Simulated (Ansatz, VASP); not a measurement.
# Two plane-wave programs on Pb

```
CELL_PARAMETERS angstrom
0.00000 3.55113 3.55113
3.55113 0.00000 3.55113
3.55113 3.55113 0.00000
ATOMIC_POSITIONS crystal
Pb 0.50000 0.50000 0.50000
Pb 0.75000 0.75000 0.75000
```

Alike in both runs: functional PBE; k mesh 4 × 4 × 4; occupations gaussian, width 0.1 eV; no spin polarisation.

Ansatz relaxed the structure, and its values are those at the end. VASP's run is a single point on that final structure, the one shown.

|  | VASP | Ansatz |
| --- | --- | --- |
| version | VASP 6.6.1 | Ansatz 0.2.0 |
| potentials or method | VASP PAW PBE potentials, release 64 (Pb_d) | scalar-relativistic, plane waves, PAW |
| plane-wave cutoff (eV) | 520 | 420 |
| valence electrons in the cell | 28 | 28 |

|  | VASP | Ansatz | Ansatz less VASP |
| --- | --- | --- | --- |
| gap on the k mesh at the Fermi level (eV) | none | none | - |
| pressure (GPa) | 0.1 | 0.1 | +0.04 |

A gap of «none» marks a metal or a gap that the smearing closes.

Caveats: the k mesh is coarse (spacing up to 0.38 Å⁻¹), so the values aren't converged. The runs have no spin-orbit coupling, so splittings on Pb are missing.
